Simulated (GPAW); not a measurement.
The system is GaN.

```
Ga N
1.0
     0.00000    2.25350    2.25350
     2.25350    0.00000    2.25350
     2.25350    2.25350    0.00000
Ga N
1 1
Direct
  0.00000 0.00000 0.00000
  0.75000 0.75000 0.75000
```

The cell is a database's computed one.

Base run:

```yaml
Program: GPAW 26.7.0
Functional: revPBE
Potentials_or_basis: the program's PAW data sets (release 1.2.1) made for this functional
Cutoff: 800 eV
Basis: pw
k_mesh: 10 × 10 × 10
Occupations: fermi-dirac, width 0.05 eV
Spin: spin-orbit coupling, no magnetisation
```

Its results: band gap on the k mesh 1.85 eV, direct.

Question: The run is repeated on the same cell with these changes: functional from revPBE to vdW-DF; potentials or basis from the program's PAW data sets (release 1.2.1) made for this functional to GPAW PAW data sets (gpaw-data 1.2.1). What comes out?

Answer: Band gap on the k mesh 1.99 eV, direct.

Caveats: spin-orbit coupling was added after a scalar SCF, so levels and gaps hold it while energy, forces, pressure and moments don't; this program's spin-orbit splittings come out too wide for heavy elements.

Not every run made on this cell is shown here.
